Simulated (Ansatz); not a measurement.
# A bimetallic surface: W on Al(110), one layer, both faces, part 2 of 3

Aim: core-level shifts, shell centres and work function of W on Al(110), one layer, both faces. Spin–orbit coupling is left out of the bands throughout.

Ansatz 0.2.0; DFT, PBE, plane-wave PAW, default files, scalar-relativistic.

So far, work function, upper face (eV): step 2 (the clean face) 3.90; step 3 (relaxation) 4.57.

### 4. Bands by layer (continued)

The DOS has structure finer than the step of the table below, so its rows give means over 0.5 eV, whole bins alone (the curve runs from -12.0 to 1.77 eV). Peaks (eV: height): total -2.23: 19.3, 0.07: 26.0; W 5d -0.93: 16.3, 0.07: 18.0; Al 3p -4.03: 5.23, -2.62: 6.09, -1.02: 5.78, 0.17: 4.41; Al 3s -6.22: 2.20, -5.33: 2.52, -4.72: 2.12, -2.23: 2.02; W 6s -3.52: 0.908, -0.53: 1.46, -0.12: 1.89, 0.47: 1.62.

* holds the states left over by the projection beside any projected weight of its own. The DOS by E, zero at the Fermi level; means over each step; values in states/eV/cell:

| E (eV) | total | W 5d | Al 3p | Al 3s | W 6s | W 6p* |
| --- | --- | --- | --- | --- | --- | --- |
| -11.0 | 0 | 0 | 0 | 0 | 0 | 0 |
| -10.5 | 0.0527 | 7.2e-5 | 0.00879 | 0.0359 | 0.00771 | 2.4e-4 |
| -10.0 | 1.49 | 0.00527 | 0.372 | 0.916 | 0.188 | 0.00739 |
| -9.5 | 1.97 | 0.0180 | 0.780 | 0.980 | 0.176 | 0.0114 |
| -9.0 | 2.07 | 0.0333 | 1.01 | 0.866 | 0.138 | 0.0137 |
| -8.5 | 3.35 | 0.0648 | 1.60 | 1.26 | 0.402 | 0.0293 |
| -8.0 | 3.88 | 0.105 | 1.90 | 1.37 | 0.455 | 0.0397 |
| -7.5 | 4.23 | 0.174 | 2.18 | 1.44 | 0.390 | 0.0477 |
| -7.0 | 4.17 | 0.247 | 2.19 | 1.37 | 0.308 | 0.0506 |
| -6.5 | 5.25 | 0.426 | 2.62 | 1.60 | 0.534 | 0.0648 |
| -6.0 | 6.27 | 0.631 | 3.04 | 1.87 | 0.640 | 0.0832 |
| -5.5 | 6.79 | 0.911 | 3.09 | 2.17 | 0.522 | 0.0986 |
| -5.0 | 6.71 | 1.26 | 2.93 | 1.98 | 0.459 | 0.0959 |
| -4.5 | 8.11 | 1.90 | 3.57 | 1.93 | 0.604 | 0.111 |
| -4.0 | 10.2 | 3.08 | 4.51 | 1.70 | 0.805 | 0.125 |
| -3.5 | 9.78 | 3.42 | 4.11 | 1.28 | 0.847 | 0.128 |
| -3.0 | 11.5 | 4.82 | 4.59 | 1.22 | 0.675 | 0.167 |
| -2.5 | 16.4 | 8.09 | 5.83 | 1.67 | 0.571 | 0.243 |
| -2.0 | 17.6 | 10.2 | 5.08 | 1.54 | 0.500 | 0.288 |
| -1.5 | 15.5 | 9.57 | 4.14 | 0.841 | 0.646 | 0.281 |
| -1.0 | 22.8 | 15.1 | 5.51 | 0.857 | 0.905 | 0.410 |
| -0.5 | 22.3 | 14.6 | 4.62 | 1.12 | 1.34 | 0.575 |
| 0.0 | 24.1 | 16.5 | 4.02 | 1.14 | 1.57 | 0.868 |
| 0.5 | 16.8 | 10.3 | 3.35 | 0.970 | 1.34 | 0.801 |
| 1.0 | 12.9 | 6.75 | 3.77 | 0.890 | 0.676 | 0.773 |
| 1.5 | 16.7 | 10.1 | 3.86 | 1.19 | 0.690 | 0.872 |

This run's widths, added to any smearing of the DOS itself: Gaussian 0.2 eV, Lorentzian 0.1 eV plus 0.05 an eV of depth. The intensity by binding energy, zero at the Fermi level; values in % of the maximum within 13 eV:

| binding energy (eV) | 21.2 eV | 150 eV | 1253.6 eV | 1486.7 eV | 5950 eV |
| --- | --- | --- | --- | --- | --- |
| -1.0 | 1.61 | 1.94 | 1.66 | 1.65 | 1.67 |
| -0.5 | 3.65 | 3.97 | 3.71 | 3.71 | 3.75 |
| 0.0 | 56.3 | 52.6 | 56.8 | 56.8 | 57.9 |
| 0.5 | 93.8 | 94.6 | 94.7 | 94.7 | 95.7 |
| 1.0 | 97.0 | 97.8 | 97.0 | 97.0 | 96.8 |
| 1.5 | 64.6 | 72.3 | 65.3 | 65.2 | 65.1 |
| 2.0 | 65.7 | 82.6 | 67.3 | 67.0 | 66.4 |
| 2.5 | 51.8 | 78.3 | 54.2 | 53.9 | 53.5 |
| 3.0 | 33.2 | 59.6 | 35.8 | 35.5 | 35.8 |
| 3.5 | 24.1 | 52.4 | 27.2 | 26.8 | 27.7 |
| 4.0 | 20.6 | 54.1 | 24.3 | 23.9 | 24.6 |
| 4.5 | 14.1 | 47.7 | 18.0 | 17.6 | 18.1 |
| 5.0 | 9.88 | 42.5 | 13.9 | 13.4 | 13.8 |
| 5.5 | 7.40 | 41.8 | 11.7 | 11.2 | 11.6 |
| 6.0 | 5.47 | 38.0 | 9.48 | 9.05 | 9.71 |
| 6.5 | 3.97 | 32.9 | 7.51 | 7.13 | 7.69 |
| 7.0 | 2.78 | 28.3 | 5.84 | 5.50 | 5.82 |
| 7.5 | 2.15 | 26.8 | 5.18 | 4.85 | 5.25 |
| 8.0 | 1.64 | 24.6 | 4.58 | 4.27 | 4.77 |
| 8.5 | 1.24 | 20.8 | 3.80 | 3.53 | 3.95 |
| 9.0 | 0.893 | 15.7 | 2.82 | 2.61 | 2.78 |
| 9.5 | 0.720 | 13.5 | 2.52 | 2.33 | 2.48 |
| 10.0 | 0.528 | 9.77 | 1.94 | 1.80 | 1.95 |
| 10.5 | 0.282 | 3.79 | 0.808 | 0.755 | 0.817 |
| 11.0 | 0.188 | 1.77 | 0.414 | 0.391 | 0.417 |
| 11.5 | - | 1.13 | 0.284 | 0.270 | 0.286 |
| 12.0 | - | 0.819 | 0.219 | 0.209 | 0.220 |

Maxima picked by a test of local sharpness, so broad peaks and shoulders can be missing; peaks within 0.45 eV of a curve's cut are left out. Valence peaks, by row:

| photon energy (eV) | binding energy (eV) | height (% of the maximum within 13 eV) | main shell | its share (%) |
| --- | --- | --- | --- | --- |
| 21.2 | 2.05 | 65.84 | W 5d | 98.42 |
| 21.2 | 0.85 | 100 | W 5d | 99.1 |
| 21.2 | 0.25 | 95.21 | W 5d | 98.92 |
| 150 | 5.25 | 43.52 | Al 3s | 47.15 |
| 150 | 4 | 54.24 | Al 3p | 44.74 |
| 150 | 2.2 | 86.17 | W 5d | 42.99 |
| 150 | 0.85 | 100 | W 5d | 58.14 |
| 1254 | 2.05 | 67.61 | W 5d | 92.45 |
| 1254 | 0.85 | 100 | W 5d | 95.58 |
| 1254 | 0.25 | 95.85 | W 5d | 94.77 |
| 1487 | 2.05 | 67.35 | W 5d | 93.18 |
| 1487 | 0.85 | 100 | W 5d | 95.96 |
| 1487 | 0.25 | 95.9 | W 5d | 95.1 |
| 5950 | 2.05 | 66.71 | W 5d | 92.26 |
| 5950 | 0.85 | 100 | W 5d | 94.12 |
| 5950 | 0.25 | 97.22 | W 5d | 92.01 |

From the Fermi level. The planar mean, electrostatic potential by z:

| z (Å) | planar mean, electrostatic potential (eV) |
| --- | --- |
| 0.0 | 4.61 |
| 0.5 | 4.61 |
| 1.0 | 4.61 |
| 1.5 | 4.61 |
| 2.0 | 4.61 |
| 2.5 | 4.61 |
| 3.0 | 4.61 |
| 3.5 | 4.61 |
| 4.0 | 4.59 |
| 4.5 | 4.55 |
| 5.0 | 4.40 |
| 5.5 | 3.93 |
| 6.0 | 2.44 |
| 6.5 | -2.59 |
| 7.0 | -11.0 |
| 7.5 | -14.0 |
| 8.0 | -8.88 |
| 8.5 | -4.13 |
| 9.0 | -3.75 |
| 9.5 | -4.03 |
| 10.0 | -4.09 |
| 10.5 | -4.91 |
| 11.0 | -4.30 |
| 11.5 | -3.99 |
| 12.0 | -3.83 |
| 12.5 | -3.86 |
| 13.0 | -6.84 |
| 13.5 | -13.5 |
| 14.0 | -12.6 |
| 14.5 | -5.08 |
| 15.0 | 1.59 |
| 15.5 | 3.66 |
| 16.0 | 4.32 |
| 16.5 | 4.52 |
| 17.0 | 4.59 |
| 17.5 | 4.61 |
| 18.0 | 4.61 |
| 18.5 | 4.61 |
| 19.0 | 4.61 |
| 19.5 | 4.61 |
| 20.0 | 4.61 |
| 20.5 | 4.61 |

Shapes are the site's partial DOS without matrix elements, which overweights lines from ligand s bands. Intensity against emission energy less the core level's binding energy, zero at the Fermi level; read off at these points; values in % of the unpolarised maximum:

| emission energy less the core level's binding energy (eV) | W L-beta5 | Al K-beta | Al K-beta, E along x | Al K-beta, E along y | Al K-beta, E along z | Al L2,3 |
| --- | --- | --- | --- | --- | --- | --- |
| -12.00 | 7.55 | 1.83 | 1.86 | 1.97 | 1.65 | 1.77 |
| -11.50 | 8.37 | 2.38 | 2.42 | 2.58 | 2.14 | 2.62 |
| -11.00 | 9.32 | 3.38 | 3.42 | 3.65 | 3.07 | 4.68 |
| -10.50 | 10.4 | 5.56 | 5.57 | 5.97 | 5.16 | 12.7 |
| -10.00 | 11.8 | 10.0 | 10.3 | 11.0 | 8.75 | 33.0 |
| -9.50 | 13.3 | 15.7 | 17.0 | 18.2 | 11.8 | 42.7 |
| -9.00 | 15.2 | 21.6 | 23.5 | 25.1 | 16.1 | 44.9 |
| -8.50 | 17.4 | 28.7 | 29.6 | 31.8 | 24.6 | 55.7 |
| -8.00 | 20.1 | 35.0 | 35.7 | 38.8 | 30.6 | 63.8 |
| -7.50 | 23.2 | 39.7 | 40.9 | 45.8 | 32.3 | 66.5 |
| -7.00 | 27.0 | 44.0 | 45.6 | 51.7 | 34.8 | 68.4 |
| -6.50 | 31.5 | 50.0 | 49.9 | 57.3 | 42.9 | 77.6 |
| -6.00 | 36.7 | 55.5 | 54.0 | 63.2 | 49.2 | 88.9 |
| -5.50 | 42.8 | 58.7 | 57.1 | 69.3 | 49.8 | 98.7 |
| -5.00 | 49.7 | 62.0 | 61.2 | 73.7 | 51.0 | 96.2 |
| -4.50 | 57.5 | 69.9 | 68.1 | 80.5 | 61.2 | 91.7 |
| -4.00 | 66.0 | 78.6 | 76.8 | 83.8 | 75.2 | 81.6 |
| -3.50 | 74.9 | 82.1 | 84.8 | 80.4 | 81.2 | 66.6 |
| -3.00 | 83.6 | 90.0 | 101 | 72.0 | 97.0 | 64.4 |
| -2.50 | 91.3 | 99.4 | 116 | 62.9 | 119 | 78.7 |
| -2.42 | 92.4 | 99.9 | 117 | 62.6 | 120 | 80.8 |
| -2.00 | 97.1 | 95.0 | 103 | 65.0 | 117 | 73.5 |
| -1.50 | 99.9 | 88.4 | 73.3 | 64.6 | 127 | 46.4 |
| -1.42 | 100.0 | 88.7 | 70.0 | 64.5 | 131 | 44.3 |
| -1.00 | 98.7 | 93.3 | 65.3 | 67.3 | 147 | 44.3 |
| -0.50 | 93.4 | 80.3 | 66.3 | 61.0 | 112 | 54.6 |
| 0.00 | 84.5 | 43.2 | 40.2 | 33.0 | 53.4 | 29.2 |
| 0.50 | 73.5 | 13.7 | 12.5 | 10.5 | 17.0 | 1.87 |
| 1.00 | 62.2 | 6.40 | 5.84 | 5.04 | 8.10 | 0.866 |

Sums over each group's atoms; left-over states aren't shared out by site. Site centres, by row:

| group | element | shell | occupied states | centre of occupied part (eV) | centre up to the window's top (eV) |
| --- | --- | --- | --- | --- | --- |
| layer 1 | W | 6s | 2.996 | -3.791 | -2.755 |
| layer 1 | W | 5d | 20.68 | -1.787 | -0.9744 |
| layer 2 | Al | 3s | 3.566 | -5.279 | -4.458 |
| layer 2 | Al | 3p | 8.096 | -3.664 | -2.769 |
| layer 3 | Al | 3s | 3.579 | -4.92 | -4.282 |
| layer 3 | Al | 3p | 8.292 | -3.924 | -3.189 |
| middle | Al | 3s | 3.579 | -4.92 | -4.282 |
| middle | Al | 3p | 8.292 | -3.924 | -3.189 |
| other layers | Al | 3s | 3.566 | -5.279 | -4.458 |
| other layers | Al | 3p | 8.096 | -3.664 | -2.769 |
| other layers | W | 6s | 2.996 | -3.791 | -2.755 |
| other layers | W | 5d | 20.68 | -1.787 | -0.9744 |

Window up to 1.8 eV. Shell moments, by row:

| element | shell | occupied states an atom | centre of occupied part (eV) | rms width of occupied part (eV) | centre up to the window's top (eV) | rms width up to the window's top (eV) |
| --- | --- | --- | --- | --- | --- | --- |
| W | 6s | 0.749 | -3.791 | 2.768 | -2.755 | 3.102 |
| W | 6p* | 0.2047 | -2.381 | 2.234 | -0.7893 | 2.332 |
| W | 5d | 5.169 | -1.787 | 1.461 | -0.9744 | 1.744 |
| Al | 3s | 0.8932 | -5.099 | 2.64 | -4.371 | 3.17 |
| Al | 3p | 2.049 | -3.796 | 2.491 | -2.976 | 2.893 |

Shapes are the site's partial DOS without matrix elements, which overweights lines from ligand s bands. Emission peaks, by row:

| line | energy (eV) | height (%) |
| --- | --- | --- |
| W L-beta5 | -1.4 | 100 |
| Al K-beta | -2.4 | 100 |
| Al K-beta | -1 | 93.39 |
| Al K-beta, E along x | -2.4 | 116.9 |
| Al K-beta, E along x | -0.65 | 67.68 |
| Al K-beta, E along y | -4 | 83.89 |
| Al K-beta, E along y | -1.85 | 65.47 |
| Al K-beta, E along y | -0.85 | 67.92 |
| Al K-beta, E along z | -2.4 | 120.4 |
| Al K-beta, E along z | -1.05 | 147.3 |
| Al L2,3 | -5.35 | 100 |
| Al L2,3 | -2.3 | 82.47 |
| Al L2,3 | -0.45 | 55.12 |

The spectra weight each projected shell by its atomic cross section (Dirac–Hartree–Slater) and angular factor, for linear light with the analyser at 0° from the polarisation. Broadening, on top of any smearing of the DOS itself: a Gaussian of 0.2 eV and a Lorentzian of 0.1 eV plus 0.05 times the binding energy (full widths), Fermi edge at 77 K. Each atom is damped by exp[−depth/(λ cos θ)], θ = 0° from the normal, λ from the universal curve. Curves are cut 10 eV under the photon energy, above any shell that the free atom's threshold puts out of reach, or at the lower edge of the window: 11.2 eV at 21.2 eV, 12.1 eV at 150 eV, 12.1 eV at 1253.6 eV, 12.1 eV at 1486.7 eV and 12.1 eV at 5950 eV. A star in tables and legends marks shells that hold the states left over by the projection (1.3 % of the filled ones), a stand-in for orbitals that the files don't project on. Dipole terms alone, which is rough above 3 keV; no background, satellites or final-state effects.

How the area divides among the shells (%):

| shell | 21.2 eV | 150 eV | 1253.6 eV | 1486.7 eV | 5950 eV |
| --- | --- | --- | --- | --- | --- |
| W 6s | 0.0 | 2.6 | 2.5 | 2.6 | 7.2 |
| W 5d | 97.1 | 32.0 | 85.6 | 86.7 | 84.0 |
| Al 3s | 2.0 | 28.4 | 9.7 | 8.9 | 7.9 |
| Al 3p | 0.5 | 36.9 | 2.0 | 1.5 | 0.3 |

Regions along c: top from 12.1 to 17.9 Å, middle from 9.1 to 12.1 Å.

States with weight above 0.08 nearest the zero at X of the zone, within the window kept, -8.0 to 2.1 eV (levels that the program groups as degenerate share a row):

| E (eV) | weight, total | weight, top | weight, middle |
| --- | --- | --- | --- |
| -7.93 | 2.00 | 0.36 | 1.28 |
| -6.37 | 2.00 | 0.77 | 0.46 |
| -4.24 | 2.00 | 0.77 | 0.46 |
| -2.42 | 2.00 | 0.77 | 0.47 |
| -1.03 | 2.00 | 0.95 | 0.10 |
| 0.07 | 2.00 | 0.99 | 0.02 |
| 0.74 | 2.00 | 0.82 | 0.35 |
| 1.61 | 2.00 | 1.00 | 0.01 |

States with weight above 0.08 nearest the zero at Γ of the zone, within the window kept, -8.0 to 2.1 eV (levels that the program groups as degenerate share a row):

| E (eV) | weight, total | weight, top | weight, middle |
| --- | --- | --- | --- |
| -2.77 | 1.00 | 0.49 | 0.02 |
| -2.59 | 1.00 | 0.29 | 0.42 |
| -1.88 | 1.00 | 0.44 | 0.13 |
| -1.88 | 1.00 | 0.38 | 0.23 |
| -0.74 | 1.00 | 0.35 | 0.30 |
| -0.03 | 1.00 | 0.47 | 0.06 |
| 0.38 | 1.00 | 0.26 | 0.48 |
| 0.60 | 1.00 | 0.26 | 0.48 |
| 2.07 | 1.00 | 0.50 | 0.00 |
| 2.07 | 1.00 | 0.50 | 0.00 |

States with weight above 0.08 nearest the zero at Y of the zone, within the window kept, -8.0 to 2.1 eV (levels that the program groups as degenerate share a row):

| E (eV) | weight, total | weight, top | weight, middle |
| --- | --- | --- | --- |
| -5.83 | 2.00 | 0.39 | 1.22 |
| -4.50 | 2.00 | 0.81 | 0.38 |
| -2.38 | 2.00 | 0.99 | 0.02 |
| -2.37 | 2.00 | 0.73 | 0.54 |
| -0.90 | 2.00 | 0.85 | 0.29 |
| -0.57 | 2.00 | 0.92 | 0.16 |
| -0.09 | 2.00 | 0.92 | 0.16 |
| 1.95 | 2.00 | 0.74 | 0.53 |

States with weight above 0.08 nearest the zero at S of the zone, within the window kept, -8.0 to 2.1 eV (levels that the program groups as degenerate share a row):

| E (eV) | weight, total | weight, top | weight, middle |
| --- | --- | --- | --- |
| -4.52 | 2.00 | 0.85 | 0.30 |
| -4.05 | 2.00 | 0.48 | 1.03 |
| -3.04 | 2.00 | 0.84 | 0.32 |
| -3.04 | 2.00 | 0.51 | 0.99 |
| -1.11 | 2.00 | 0.56 | 0.88 |
| -0.84 | 2.00 | 0.60 | 0.81 |
| 0.97 | 2.00 | 1.00 | 0.00 |
| 1.39 | 2.00 | 0.91 | 0.18 |
| 1.71 | 2.00 | 0.94 | 0.11 |

The largest force component on a free atom is 0.069 eV/Å, so the geometry isn't quite at rest for these settings. The work function differs by 0.04 eV from that of the relaxation's coarser mesh, a measure of the mesh error. At the Fermi level the DOS is 25.13 states/eV a cell, and on the broadened curves W 5d holds 69 % of the total there.

### 5. Core levels by total-energy differences

XPS shifts tell sites apart. Each chosen atom gets a core hole in a self-consistent pass of its own.

input.yaml

```yaml
crystal:
  lattice:
    - [8.08, 0.0, 0.0]
    - [0.0, 5.713422792, 0.0]
    - [0.0, 0.0, 21.14177849]
  atoms:
    - { symbol: W, position: [0.0, 0.0, 0.655826535] }
    - { symbol: W, position: [0.5, 0.0, 0.655826535] }
    - { symbol: W_h, position: [0.0, 0.5, 0.655826535] }
    - { symbol: W_h, position: [0.5, 0.5, 0.655826535] }
    - { symbol: Al, position: [0.25, 0.25, 0.607169026] }
    - { symbol: Al, position: [0.75, 0.25, 0.607169026] }
    - { symbol: Al, position: [0.25, 0.75, 0.607169026] }
    - { symbol: Al_h, position: [0.75, 0.75, 0.607169026] }
    - { symbol: Al_h, position: [0.0, 0.0, 0.533780405] }
    - { symbol: Al, position: [0.5, 0.0, 0.533780405] }
    - { symbol: Al, position: [0.0, 0.5, 0.533780405] }
    - { symbol: Al, position: [0.5, 0.5, 0.533780405] }
    - { symbol: Al_h, position: [0.25, 0.25, 0.466219595] }
    - { symbol: Al, position: [0.75, 0.25, 0.466219595] }
    - { symbol: Al, position: [0.25, 0.75, 0.466219595] }
    - { symbol: Al, position: [0.75, 0.75, 0.466219595] }
    - { symbol: Al, position: [0.0, 0.0, 0.392830974] }
    - { symbol: Al, position: [0.5, 0.0, 0.392830974] }
    - { symbol: Al, position: [0.0, 0.5, 0.392830974] }
    - { symbol: Al, position: [0.5, 0.5, 0.392830974] }
    - { symbol: W, position: [0.25, 0.25, 0.344173465] }
    - { symbol: W, position: [0.75, 0.25, 0.344173465] }
    - { symbol: W, position: [0.25, 0.75, 0.344173465] }
    - { symbol: W, position: [0.75, 0.75, 0.344173465] }
kpoints:
  mp_grid: { grid: [6, 8, 1] }
scf:
  occupations: { method: fermi_dirac, width: 0.05 }
  n_extra_bands: 18
hamiltonian:
  xc: pbe
  pseudopotentials: { kind: paw }
output:
  forces: true
  write_potential: true
  volumetric_format: []
  core_levels:
    shells: { Al_h: "2p", W_h: "4f" }
    counted_from: fermi_level
    add_spin: always
```

Launch:

```console
$ ansatz run input.yaml --threads 4 --pin off --max-ram 14336MiB --backend cpu --events-out ev --progress --plain --runs-dir out
```

Wall time 33 min (4 threads of Arm Neoverse V1, shared host); peak memory 4.6 GiB.

This step gave:

```
symmetry operations : 1
```

Levels are total-energy differences with one electron taken from the core. The electron goes to the Fermi level, so the difference is a binding energy from E_F. The hole's nearest image is 5.7 Å away.

| atom | region | shell | level (eV) | shift (eV) | j lines (eV) | doubts |
| --- | --- | --- | --- | --- | --- | --- |
| W3 | layer 1 | 4f | 31.63 | -0.00 | 32.85 / 30.71 | dataset error 0.07 eV |
| W4 | layer 1 | 4f | 31.63 | +0.00 | 32.85 / 30.71 | dataset error 0.07 eV |
| Al8 | layer 2 | 2p | 72.37 | -0.19 | 72.65 / 72.24 | - |
| Al9 | layer 3 | 2p | 72.56 | +0.00 | 72.84 / 72.42 | - |
| Al13 | middle | 2p | 72.56 | +0.00 | 72.84 / 72.42 | - |

Levels of p, d and f shells are means over their two j lines, weighted by degeneracy; the splitting comes from the atom's own solve. Shifts count from the last listed atom of each element.

The W 4f lines of the listed atoms alone (other atoms of the cell aren't counted), as Gaussians 0.8 eV wide, no depth weighting. Intensity against W 4f level; read off at these points:

| W 4f level (eV) | intensity (%) |
| --- | --- |
| 29.30 | 0.0175 |
| 29.40 | 0.0573 |
| 29.50 | 0.171 |
| 29.60 | 0.467 |
| 29.70 | 1.18 |
| 29.80 | 2.71 |
| 29.90 | 5.70 |
| 30.00 | 11.1 |
| 30.10 | 19.6 |
| 30.20 | 32.0 |
| 30.30 | 47.8 |
| 30.40 | 65.4 |
| 30.50 | 82.1 |
| 30.60 | 94.6 |
| 30.70 | 99.9 |
| 30.72 | 100.0 |
| 30.80 | 96.8 |
| 30.90 | 85.9 |
| 31.00 | 70.0 |
| 31.10 | 52.3 |
| 31.20 | 35.8 |
| 31.30 | 22.5 |
| 31.40 | 13.0 |
| 31.50 | 6.89 |
| 31.60 | 3.41 |
| 31.70 | 1.73 |
| 31.80 | 1.26 |
| 31.90 | 1.79 |
| 32.00 | 3.47 |
| 32.10 | 6.79 |
| 32.20 | 12.4 |
| 32.30 | 20.7 |
| 32.40 | 31.8 |
| 32.50 | 44.7 |
| 32.60 | 57.8 |
| 32.70 | 68.4 |
| 32.80 | 74.3 |
| 32.84 | 75.0 |
| 32.90 | 74.0 |
| 33.00 | 67.6 |
| 33.10 | 56.6 |
| 33.20 | 43.5 |
| 33.30 | 30.7 |
| 33.40 | 19.8 |
| 33.50 | 11.7 |
| 33.60 | 6.38 |
| 33.70 | 3.17 |
| 33.80 | 1.45 |
| 33.90 | 0.608 |
| 34.00 | 0.233 |
| 34.10 | 0.0825 |
| 34.20 | 0.0266 |
| 34.30 | 0.00787 |

The Al 2p lines of the listed atoms alone (other atoms of the cell aren't counted), as Gaussians 0.8 eV wide, no depth weighting. Table of intensity by Al 2p level; read off at these points:

Al 2p level (eV), intensity (%) and a bar:
```
    70.80          0 
    71.00          0 
    71.20          0 
    71.40          2 #
    71.60          8 ##
    71.80         22 #######
    72.00         49 ###############
    72.20         79 ########################
    72.40         98 ##############################
    72.47        100 ##############################
    72.60         95 #############################
    72.80         74 ######################
    73.00         46 ##############
    73.20         23 #######
    73.40          9 ###
    73.60          3 #
    73.80          1 
    74.00          0 
    74.20          0
```

(Part 2 of 3 ends here.)

[Logs are printed without paths, hosts, clocks, repeated set-up lines and the standing remarks that a program may print on its own settings, such as how far it seeks lower states.]

[Hosts, paths, dates, database ids (printed as entryN), source tags and the programs' standing remarks are cut or masked in the printed files.]

[Maps of the electrostatic potential energy from Ansatz leave out the sawtooth potential of an applied field or a dipole correction, so their vacuum need not be flat; work functions include it.]
